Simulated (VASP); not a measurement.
Input of a VASP 6.6.1 run:

File INCAR:

```
ALGO = Normal ; EDIFF = 1E-7
ENCUT = 600 ; GGA = PS
ISIF = 2 ; ISMEAR = 0
LASPH = T ; LCHARG = F
LREAL = F ; LWAVE = F
NBANDS = 32 ; NELM = 120
PREC = Accurate ; SIGMA = 0.05
```

KPOINTS

```
k-points
0
Gamma
  14 14 14
```

Contents of POSCAR:

```
Sn
1.0
   -2.9401404553      2.9401404553      1.5993019889
    2.9401404553     -2.9401404553      1.5993019889
    2.9401404553      2.9401404553     -1.5993019889
Sn
2
Direct
    0.0000000000      0.0000000000      0.0000000000
    0.7500000000      0.2500000000      0.5000000000
```

Potentials or basis: VASP PAW PBE potentials, release 64 (Sn_d).

Launch:

```bash
$ cat potpaw_PBE.64/Sn_d/POTCAR > POTCAR
$ mpirun -np 1 vasp_std > vasp.out
```

Problem. Estimate the pressure.

Solution. -1.5 GPa.

Problem. Predict the band gap on the k mesh.

Solution. None (metal or under the smearing width).

Stress tensor (GPa, compression positive):
```
-1.58  0.00  0.00
 0.00 -1.58  0.00
 0.00  0.00 -1.43
```

Caveat: the PAW data sets were made with another functional, which shifts forces and pressure a little.
